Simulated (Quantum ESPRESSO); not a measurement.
The system is Hf.

```
Hf
1.0
    -1.80500    1.80500    1.80500
     1.80500   -1.80500    1.80500
     1.80500    1.80500   -1.80500
Hf
1
Direct
  0.00000 0.00000 0.00000
```

This isn't the form of Hf at room conditions, which is hcp.

Base run:

* Program: Quantum ESPRESSO 7.5
* Functional: LDA
* Potentials or basis: PseudoDojo 0.4.1 SR LDA standard
* Cutoff: 789 eV
* Density cutoff: 3157 eV
* k mesh: 10 × 10 × 10
* Occupations: fermi-dirac, width 0.05 eV
* Spin: no spin polarisation

Its results: band gap on the k mesh none (metal or under the smearing width); pressure -13.5 GPa.

The run is repeated on the same cell with these changes: functional from LDA to PBEsol; potentials or basis from PseudoDojo 0.4.1 SR LDA standard to PseudoDojo 0.4.1 SR PBEsol standard. What comes out?

Band gap on the k mesh none (metal or under the smearing width); pressure -8.7 GPa.

Not every run made on this cell is shown here.
